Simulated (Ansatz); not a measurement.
Ansatz input file:

```yaml
crystal:
  lattice:
    - [6.9587558477, 0.0, 0.0]
    - [-3.4793779238, 6.0264593428, 0.0]
    - [0.0, 0.0, 5.8621400682]
  atoms:
    - { symbol: Ti, position: [0.0, 0.0, 0.0] }
    - { symbol: Ti, position: [0.0, 0.5, 0.0] }
    - { symbol: Ti, position: [0.5, 0.0, 0.0] }
    - { symbol: Ti, position: [0.5, 0.5, 0.0] }
    - { symbol: Se, position: [0.1666666667, 0.3333333333, 0.2653315135] }
    - { symbol: Se, position: [0.1666666667, 0.8333333333, 0.2653315135] }
    - { symbol: Se, position: [0.6666666667, 0.3333333333, 0.2653315135] }
    - { symbol: Se, position: [0.6666666667, 0.8333333333, 0.2653315135] }
    - { symbol: Se, position: [0.3333333333, 0.1666666667, 0.7346684865] }
    - { symbol: Se, position: [0.3333333333, 0.6666666667, 0.7346684865] }
    - { symbol: Se, position: [0.8333333333, 0.1666666667, 0.7346684865] }
    - { symbol: Se, position: [0.8333333333, 0.6666666667, 0.7346684865] }
basis:
  ecutwfc: 420
kpoints:
  mp_grid: { grid: [6, 6, 4] }
hamiltonian:
  xc: pbe
  dispersion: d3bj
scf:
  occupations: { method: gaussian, width: 0.1 }
output:
  forces: true
  stress: true
  eigenvalues: true
```

Run as
```bash
ansatz run input.yaml --threads 2 --pin off --max-ram 5120MiB --backend cpu --events-out ev --progress --plain --runs-dir out
```

All numbers below come from DFT PBE+D3(BJ), scalar-relativistic, plane waves, PAW (Ansatz 0.2.0).

Part of what the program printed, abridged (iterations and final results):

```
SCF iter   1: F=—  HF=-53769.901995 eV  |F-HF|=—  |Δ(HF+E_count)|=         —  Δρ=2.56e-3  dr2=3.91e-2  ethr=1.77e-3  ⟨swp⟩=5.4  Hψ=9019  notcnv=0
SCF iter   2: F=—  HF=-53769.909549 eV  |F-HF|=—  |Δ(HF+E_count)|=   7.55e-3  Δρ=3.78e-3  dr2=9.13e-2  ethr=2.22e-5  ⟨swp⟩=2.0  Hψ=3459  notcnv=0  defer=87
SCF iter   3: F=—  HF=-53769.900044 eV  |F-HF|=—  |Δ(HF+E_count)|=   9.51e-3  Δρ=3.72e-4  dr2=7.19e-4  ethr=2.22e-5  ⟨swp⟩=2.0  Hψ=2912  notcnv=0  defer=87
SCF iter   4: F=—  HF=-53769.899948 eV  |F-HF|=—  |Δ(HF+E_count)|=   9.58e-5  Δρ=3.79e-5  dr2=7.87e-6  ethr=4.09e-7  ⟨swp⟩=2.0  Hψ=2981  notcnv=0  defer=87
SCF iter   5: F=—  HF=-53769.900091 eV  |F-HF|=—  |Δ(HF+E_count)|=   1.43e-4  Δρ=2.07e-5  dr2=1.14e-6  ethr=4.47e-9  ⟨swp⟩=2.0  Hψ=4409  notcnv=0  defer=68
SCF iter   6: F=-53769.900091 eV  HF=-53769.900091 eV  |F-HF|=7.65e-9  |Δ(HF+E_count)|=   2.33e-7  Δρ=2.32e-6  dr2=6.52e-9  ethr=5.68e-11  ⟨swp⟩=6.7  Hψ=10899  notcnv=0
SCF 1 converged in 6 iterations: F = -53769.900091 eV  dr2 = 6.52e-9
SCF converged after 6 iterations
Free energy (F): -53769.900091 eV
Harris-Foulkes:  -53769.900091 eV  (|F-HF|=7.65e-9)
Internal energy: -53769.881493 eV  (E = F + TS)
E sigma→0 (E₀):  -53769.890792 eV
Entropy (-TS):   -0.018598 eV (-1.550 meV/atom)
Fermi energy:    10.554194 eV
--- Per-component energies (eV) ---
  E_band       = -3542.257569
  E_kinetic    = 2043.945595
  E_local      = -22038.649846  (includes V_loc(G=0)·N_el)
  E_nonlocal   = -4739.423220
  E_hartree    = 10699.531916
  E_xc         = -1230.545952
  E_vxc        = -1282.673048  (∫ρ·V_xc dr)
  E_paw        = -19476.469652  (= ΣΔE_a)
  E_vpaw       = 1075.487883  (= ΣTr[D̂ρ^β])
  E_aug_tail   = -0.004378  (compensation charges beyond the density's cutoff)
  E_ewald      = -19022.848816
  E_disp       = -5.417141  (pairwise vdW)
  E_smearing   = -0.018598  (= −TS)
--- Forces (eV/Å), atoms counted from 1 ---
  atom   1  Ti     0.00000000     0.00000000     0.00000000
  atom   2  Ti     0.00000000     0.00000000     0.00000000
  atom   3  Ti     0.00000000     0.00000000     0.00000000
  atom   4  Ti     0.00000000     0.00000000     0.00000000
  atom   5  Se     0.00000000     0.00000000    -0.01802689
  atom   6  Se     0.00000000     0.00000000    -0.01802689
  atom   7  Se     0.00000000     0.00000000    -0.01802689
  atom   8  Se     0.00000000     0.00000000    -0.01802689
  atom   9  Se     0.00000000     0.00000000     0.01802689
  atom  10  Se     0.00000000     0.00000000     0.01802689
  atom  11  Se     0.00000000     0.00000000     0.01802689
  atom  12  Se     0.00000000     0.00000000     0.01802689
--- Stress (GPa, compression-positive) ---
        0.073545       0.000000       0.000000
        0.000000       0.073545       0.000000
        0.000000       0.000000      -0.235800
  P = ⅓ Tr σ = -0.0296 GPa (-0.296 kbar)
--- Band table (eV; the first three rows and the last of 24) ---
  k-point 0: bands = ["-46.9362", "-46.9273", "-46.9273", "-46.9273", "-36.8276", "-36.8276", "-36.8276", "-36.8275", "-36.8275", "-36.8272", "-36.8272", "-36.8272", "-36.8270", "-36.8270", "-36.8267", "-36.8267", "-36.8267", "-36.8254", "-36.8254", "-36.8254", "-36.8209", "-36.8209", "-36.8209", "-36.8204", "-36.8204", "-36.8204", "-36.8204", "-36.8204", "-36.8200", "-36.8200", "-36.8196", "-36.8196", "-36.8196", "-36.8190", "-36.8190", "-36.8190", "-36.8182", "-36.8177", "-36.8170", "-36.8170", "-36.8170", "-36.8166", "-36.8166", "-36.8166", "-23.2649", "-23.2649", "-23.2649", "-23.1827", "-23.1827", "-23.1827", "-23.1761", "-23.1589", "-23.1589", "-23.1514", "-23.1514", "-23.1514", "-3.67 ...
  k-point 1: bands = ["-46.9362", "-46.9273", "-46.9273", "-46.9273", "-36.8279", "-36.8279", "-36.8279", "-36.8278", "-36.8278", "-36.8269", "-36.8269", "-36.8269", "-36.8267", "-36.8267", "-36.8265", "-36.8265", "-36.8265", "-36.8257", "-36.8257", "-36.8257", "-36.8209", "-36.8209", "-36.8209", "-36.8205", "-36.8205", "-36.8205", "-36.8204", "-36.8204", "-36.8200", "-36.8200", "-36.8195", "-36.8195", "-36.8195", "-36.8191", "-36.8191", "-36.8191", "-36.8182", "-36.8178", "-36.8169", "-36.8169", "-36.8169", "-36.8166", "-36.8166", "-36.8166", "-23.2649", "-23.2649", "-23.2649", "-23.1827", "-23.1827", "-23.1827", "-23.1762", "-23.1589", "-23.1589", "-23.1514", "-23.1514", "-23.1514", "-3.49 ...
  k-point 2: bands = ["-46.9362", "-46.9273", "-46.9273", "-46.9273", "-36.8281", "-36.8281", "-36.8281", "-36.8280", "-36.8280", "-36.8266", "-36.8266", "-36.8265", "-36.8265", "-36.8265", "-36.8263", "-36.8263", "-36.8263", "-36.8260", "-36.8260", "-36.8260", "-36.8208", "-36.8208", "-36.8208", "-36.8206", "-36.8206", "-36.8206", "-36.8204", "-36.8204", "-36.8200", "-36.8200", "-36.8193", "-36.8193", "-36.8193", "-36.8193", "-36.8193", "-36.8193", "-36.8180", "-36.8180", "-36.8168", "-36.8168", "-36.8168", "-36.8166", "-36.8166", "-36.8166", "-23.2649", "-23.2649", "-23.2649", "-23.1827", "-23.1827", "-23.1827", "-23.1763", "-23.1589", "-23.1589", "-23.1515", "-23.1515", "-23.1515", "-3.09 ...
  k-point 23: bands = ["-46.9306", "-46.9306", "-46.9306", "-46.9262", "-36.8277", "-36.8274", "-36.8274", "-36.8274", "-36.8271", "-36.8271", "-36.8271", "-36.8271", "-36.8271", "-36.8271", "-36.8268", "-36.8268", "-36.8261", "-36.8261", "-36.8261", "-36.8252", "-36.8206", "-36.8206", "-36.8206", "-36.8202", "-36.8202", "-36.8202", "-36.8201", "-36.8201", "-36.8200", "-36.8199", "-36.8199", "-36.8199", "-36.8197", "-36.8197", "-36.8197", "-36.8197", "-36.8172", "-36.8172", "-36.8172", "-36.8171", "-36.8171", "-36.8171", "-36.8166", "-36.8166", "-23.2319", "-23.2319", "-23.2202", "-23.2202", "-23.2202", "-23.1792", "-23.1792", "-23.1792", "-23.1606", "-23.1606", "-23.1606", "-23.1486", "-2.3 ...
```

The calculation finished and met its thresholds.

It took 13 s on 2 threads of Intel(R) Xeon(R) Platinum 8259CL CPU @ 2.50GHz (Skylake/Cascade Lake) (shared host), peak memory 1 GiB.